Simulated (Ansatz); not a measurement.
# TaSi2: a stretch of c alone

The task here is to estimate one member of a computed series from the others.

Computed with Ansatz 0.2.0 (DFT r2SCAN, scalar-relativistic, plane waves, PAW, unless a step's input says otherwise).

2 further runs of the same task are left out: 2 set aside as unsound or not needed.

### The structure to begin with

It takes space group P6_422 (No. 181, hexagonal). The conventional cell has a = 4.780 Å, b = 4.780 Å, c = 6.555 Å, α = 90.00°, β = 90.00°, γ = 120.00°. Around Ta (site symmetry 222) lie 10 Si at 2.60 to 2.83 Å. Around Si (site symmetry 2) lie 5 Si at 2.55 to 2.83 Å and 5 Ta at 2.60 to 2.83 Å.

As a file:

```cif
data_structure
_symmetry_space_group_name_H-M 'P6_422'
_symmetry_Int_Tables_number 181
_cell_length_a 4.7800
_cell_length_b 4.7800
_cell_length_c 6.5548
_cell_angle_alpha 90.000
_cell_angle_beta 90.000
_cell_angle_gamma 120.000
_cell_volume 129.70
loop_
_atom_site_label
_atom_site_type_symbol
_atom_site_symmetry_multiplicity
_atom_site_Wyckoff_symbol
_atom_site_fract_x
_atom_site_fract_y
_atom_site_fract_z
_atom_site_occupancy
Ta1 Ta 3 c 0.50000 0.00000 0.00000 1
Si1 Si 6 i 0.15827 0.31655 0.00000 1
```

It is the result of an earlier relaxation at this level (volume 14.41 Å³/atom; gap on the mesh: none (metal)).

The unstrained cell was computed beforehand with the same settings: E(σ→0) = -33671.4892 eV for 9 atoms, gap none (metal).

The first run:

The input, input.yaml:

```yaml
crystal:
  lattice:
    - [4.7799675399, 0.0, 0.0]
    - [-2.38998377, 4.1395733188, 0.0]
    - [0.0, 0.0, 6.4236602892]
  atoms:
    - { symbol: Ta, position: [0.5, 0.0, 0.0] }
    - { symbol: Ta, position: [0.5, 0.5, 0.6666666667] }
    - { symbol: Ta, position: [0.0, 0.5, 0.3333333333] }
    - { symbol: Si, position: [0.1582725697, 0.3165451393, 0.0] }
    - { symbol: Si, position: [0.8417274303, 0.1582725697, 0.6666666667] }
    - { symbol: Si, position: [0.6834548607, 0.8417274303, 0.3333333333] }
    - { symbol: Si, position: [0.8417274303, 0.6834548607, 0.0] }
    - { symbol: Si, position: [0.1582725697, 0.8417274303, 0.6666666667] }
    - { symbol: Si, position: [0.3165451393, 0.1582725697, 0.3333333333] }
basis:
  ecutwfc: 500
kpoints:
  mp_grid: { grid: [12, 12, 6] }
hamiltonian:
  xc: r2scan
scf:
  occupations: { method: gaussian, width: 0.1 }
output:
  forces: true
  stress: true
  eigenvalues: true
relax:
  adjacent_minimum: "off"
  f_tol: 0.008
  max_steps: 40
```

On the command line:

```sh
ansatz run input.yaml --threads 2 --pin off --max-ram 5120MiB --backend cpu --events-out ev --progress --plain --runs-dir out
```

Among the steps run: The cell strained by -2.0 %; Strain +2.0 %; The cell strained by -4.0 %; Strain +4.0 %.

One of the session's tables, all rows but one given; the rest of the session is left out.

It belongs to the step «Energy and stress against strain (a metal throughout)». Lengths are those of the vectors of the cell that was run; stresses in GPa:

```
strain (%)  ΔE (meV/atom)  c (Å)
      -4.0           38.6  6.293
      -2.0            9.0  6.424
      +0.0            0.0  6.555
      +2.0              ?      ?
      +4.0           31.0  6.817
```

**Question.** Estimate the row for strain (%) = +2.0.

Worked estimate for «ΔE (meV/atom)». A straight line through the neighbours (0.0, 0.0) and (4.0, 31.0) gives 0.0 + (31.0 − 0.0) × (2.0 − 0.0) / (4.0 − 0.0) = 15.5; a parabola fitted to 3 rows on both sides gives 7.3.

**Answer.** ΔE (meV/atom): 8.3; c (Å): 6.686. In «ΔE (meV/atom)» the line misses by +7.2 and the parabola by -1.0.

ΔE is over the unstrained cell. Stress in GPa, positive in compression, on the Cartesian axes of the input. 

Caveats from the session: Warnings in the runs' records: stress scf threshold loose.
